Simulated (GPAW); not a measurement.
# GaN (P6_3mc) in GPAW: a series of runs, part 2 of 2

GPAW 26.7.0. Earlier steps stand in the parts before.

### Step 3. Band structure, GLLB-SC

File run.py:

```python
from ase.dft.bandgap import bandgap
from ase.io import write
from ase.spacegroup import crystal
from gpaw import GPAW, PW

# Ga 2b
# N 2b
atoms = crystal(['Ga', 'N'],
                basis=[[0.6666666667, 0.3333333333, 0.5],
                       [0.6666666667, 0.3333333333, 0.875]],
                spacegroup=186, setting=1,  # P6_3mc
                cellpar=[3.18, 3.18, 5.166, 90.0, 90.0, 120.0],
                primitive_cell=True)

calc = GPAW(mode=PW(800),
            xc='GLLBSC',
            kpts={'size': (7, 7, 4), 'gamma': True},
            occupations={'name': 'fermi-dirac', 'width': 0.05},
            nbands=18,
            convergence={'density': 1e-05, 'energy': 1e-05},
            maxiter=150,
            txt='gpaw.txt')
atoms.calc = calc
energy = atoms.get_potential_energy()
calc.write('gs.gpw')
write('result.traj', atoms)
print('Fermi level:', round(calc.get_fermi_level(), 4), 'eV')
print(f'Gap: {bandgap(calc)[0]:.4f} eV, direct: {bandgap(calc, direct=True)[0]:.4f} eV')

path = atoms.cell.bandpath('GMKGALHA,LM,KH', npoints=60, eps=1e-4)
bs_calc = calc.fixed_density(kpts=path, symmetry='off', nbands=29,
                             convergence={'bands': 'CBM+6.0', 'eigenstates': 1e-6}, txt='bands.txt')
bs = bs_calc.band_structure()
bs.write('bs.json')
print(f'Gap on the path: {bandgap(bs_calc)[0]:.4f} eV')

homo, lumo = bs_calc.get_homo_lumo()
response = calc.hamiltonian.xc.response
dxc_pot = response.calculate_discontinuity_potential(homo, lumo)
ks_gap, dxc = bs_calc.hamiltonian.xc.response.calculate_discontinuity(dxc_pot)
print(f'Kohn-Sham gap {ks_gap:.4f} eV, discontinuity {dxc:.4f} eV, gap {ks_gap + dxc:.4f} eV')
```

Potentials or basis: the program's PAW data sets (release 1.2.1) made for this functional, pw.

Command:

```
> OMP_NUM_THREADS=1 python run.py
```

Run time: 73 s. Hardware: 1 thread of Arm Neoverse V1, shared host; peak memory 0.3 GiB.

The run converged. Its results:

* Band gap on the k mesh with the derivative discontinuity: 3.31 eV
* Band gap of the Kohn-Sham levels: 2.39 eV
* Derivative discontinuity: 0.92 eV

Levels at the corners of the path, in eV from the valence-band top:
```csv
point,band 5,band 6,band 7,band 8,band 9,band 10,band 11,band 12
Γ,-0.96,-0.04,0.00,0.00,2.39,4.98,9.86,10.83
M,-3.90,-2.50,-2.04,-0.89,5.89,6.22,6.76,9.25
K,-4.89,-2.78,-2.78,-2.52,5.96,8.44,8.44,9.06
Γ,-0.96,-0.04,0.00,0.00,2.39,4.98,9.86,10.83
A,-0.49,-0.49,-0.49,-0.49,4.80,4.80,9.31,9.31
L,-1.77,-1.77,-1.76,-1.76,5.15,5.15,8.60,8.60
H,-3.89,-3.89,-1.34,-1.34,7.23,7.23,8.03,8.03
A,-0.49,-0.49,-0.49,-0.49,4.80,4.80,9.31,9.31
L,-1.77,-1.77,-1.76,-1.76,5.15,5.15,8.60,8.60
M,-3.90,-2.50,-2.04,-0.89,5.89,6.22,6.76,9.25
K,-4.89,-2.78,-2.78,-2.52,5.96,8.44,8.44,9.06
H,-3.89,-3.89,-1.34,-1.34,7.23,7.23,8.03,8.03
```

Caveat: the GLLB-SC gap is the Kohn-Sham gap of the path plus the derivative discontinuity; a model potential gives levels but no total energy.

### Step 4. Band structure, LDA

File run.py:

```python
from ase.dft.bandgap import bandgap
from ase.io import write
from ase.spacegroup import crystal
from ase.units import GPa
from gpaw import GPAW, PW, setup_paths

setup_paths.insert(0, '.')

# Ga 2b
# N 2b
atoms = crystal(['Ga', 'N'],
                basis=[[0.6666666667, 0.3333333333, 0.5],
                       [0.6666666667, 0.3333333333, 0.875]],
                spacegroup=186, setting=1,  # P6_3mc
                cellpar=[3.18, 3.18, 5.166, 90.0, 90.0, 120.0],
                primitive_cell=True)

calc = GPAW(mode=PW(800),
            xc='LDA',
            kpts={'size': (7, 7, 4), 'gamma': True},
            occupations={'name': 'fermi-dirac', 'width': 0.05},
            setups={'Ga': 'jth', 'N': 'jth'},
            nbands=-10,
            convergence={'density': 1e-05, 'energy': 1e-05},
            maxiter=150,
            txt='gpaw.txt')
atoms.calc = calc
energy = atoms.get_potential_energy()
forces = atoms.get_forces()
stress = atoms.get_stress()
calc.write('gs.gpw')
write('result.traj', atoms)
print(f'Energy: {energy:.6f} eV')
print('Forces (eV/A):')
print(forces.round(4))
print('Stress (GPa):', (stress / GPa).round(3))
print('Fermi level:', round(calc.get_fermi_level(), 4), 'eV')
print(f'Gap: {bandgap(calc)[0]:.4f} eV, direct: {bandgap(calc, direct=True)[0]:.4f} eV')

path = atoms.cell.bandpath('GMKGALHA,LM,KH', npoints=80, eps=1e-4)
bs_calc = calc.fixed_density(kpts=path, symmetry='off', nbands=-20,
                             convergence={'bands': 'CBM+6.0', 'eigenstates': 1e-6}, txt='bands.txt')
bs = bs_calc.band_structure()
bs.write('bs.json')
print(f'Gap on the path: {bandgap(bs_calc)[0]:.4f} eV')
```

Potentials or basis: JTH PAW 2.0, LDA, pw.

Command:

```
> OMP_NUM_THREADS=1 python run.py
```

It took 1.8 min on 1 thread of Arm Neoverse V1, shared host; peak memory 0.38 GiB.

Results (log left out):

- Free energy: -27.8850 eV
- Pressure: -4.4 GPa
- Largest force: 0.125 eV/Å
- Band gap on the k mesh: 1.97 eV, direct
- Band gap along the path: 1.97 eV, direct

Forces on the atoms (eV/Å):
```
Ga   0.000  0.000 -0.125
Ga   0.000  0.000 -0.125
N    0.000  0.000  0.125
N    0.000  0.000  0.125
```

Stress tensor (GPa, compression positive):
```
-5.14  0.00  0.00
 0.00 -5.14  0.00
 0.00  0.00 -3.02
```

Levels at the corners of the path, in eV from the valence-band top:
```csv
point,band 14,band 15,band 16,band 17,band 18,band 19,band 20,band 21,band 22
Γ,-1.08,-1.08,-0.06,0.00,0.00,1.97,4.18,9.10,9.72
M,-5.36,-4.34,-2.82,-2.31,-1.00,4.91,5.52,5.93,8.52
K,-5.44,-5.41,-3.09,-3.09,-2.75,4.97,7.73,7.73,8.28
Γ,-1.08,-1.08,-0.06,0.00,0.00,1.97,4.18,9.10,9.72
A,-3.89,-0.55,-0.55,-0.55,-0.55,4.22,4.22,8.36,8.36
L,-6.74,-1.99,-1.99,-1.95,-1.95,4.30,4.30,7.67,7.67
H,-6.30,-4.29,-4.29,-1.53,-1.53,6.37,6.37,7.18,7.18
A,-3.89,-0.55,-0.55,-0.55,-0.55,4.22,4.22,8.36,8.36
L,-6.74,-1.99,-1.99,-1.95,-1.95,4.30,4.30,7.67,7.67
M,-5.36,-4.34,-2.82,-2.31,-1.00,4.91,5.52,5.93,8.52
K,-5.44,-5.41,-3.09,-3.09,-2.75,4.97,7.73,7.73,8.28
H,-6.30,-4.29,-4.29,-1.53,-1.53,6.37,6.37,7.18,7.18
```

Caveat: the program truncates these outside data sets.

### Step 5. Overview

```csv
level,potentials or basis,spin,eigensolver,band points,spin axis theta (degrees),spin axis phi (degrees),soc after scf,gap on the mesh (eV),pressure (GPa),largest force (eV/Å)
OLYP,"PAW data sets generated in the run's folder for this functional, pw","SOC, no magnetisation",davidson,100,0,0,second variation,2.25,15.9,0.19
GLLB-SC,"the program's PAW data sets (release 1.2.1) made for this functional, pw",off,-,60,-,-,-,3.31,-,-
LDA,"JTH PAW 2.0, LDA, pw",off,-,80,-,-,-,1.97,-4.4,0.12
```

Alike in all rows: task band structure; cell as given; k mesh 7 × 7 × 4; cutoff (eV) 800; smearing fermi-dirac 0.05 eV.

Caveats: spin-orbit coupling was added after a scalar SCF, so levels and gaps hold it while energy, forces, pressure and moments don't (some runs); this program's spin-orbit splittings come out too wide for heavy elements (some runs); so large a pressure means that the cell lies far from this level's equilibrium, or that cutoff or potentials fall short (some runs); the GLLB-SC gap is the Kohn-Sham gap of the path plus the derivative discontinuity (some runs); a model potential gives levels but no total energy (some runs); the program truncates these outside data sets (some runs).

Absolute energies hang on the potentials; compare differences alone.

### Step 6. Comparison with measurements

Step 2. Against the measured gap of GaN, 3.503 eV (direct; quoted in “Studying electronic properties in GaN without electrical contacts using γ-γ vs e−-γ Perturbed Angular Correlations”, 2019, pmc:6823545), the calculated 2.25 eV is off by -1.25 eV. The value is that of OLYP, without temperature or zero-point motion.

Step 3. Measured gap of GaN: 3.503 eV (direct; quoted in “Studying electronic properties in GaN without electrical contacts using γ-γ vs e−-γ Perturbed Angular Correlations”, 2019, pmc:6823545). This calculation gives 3.31 eV (-0.19 eV). Spin-orbit coupling on Ga is left out. The value is that of GLLB-SC, without temperature or zero-point motion.

Step 4. A measured gap of GaN is 3.503 eV (direct; quoted in “Studying electronic properties in GaN without electrical contacts using γ-γ vs e−-γ Perturbed Angular Correlations”, 2019, pmc:6823545); the calculated 1.97 eV misses it by -1.54 eV. Spin-orbit coupling on Ga is left out. The value is that of LDA, without temperature or zero-point motion. Semilocal functionals fall short of measured gaps as a rule.
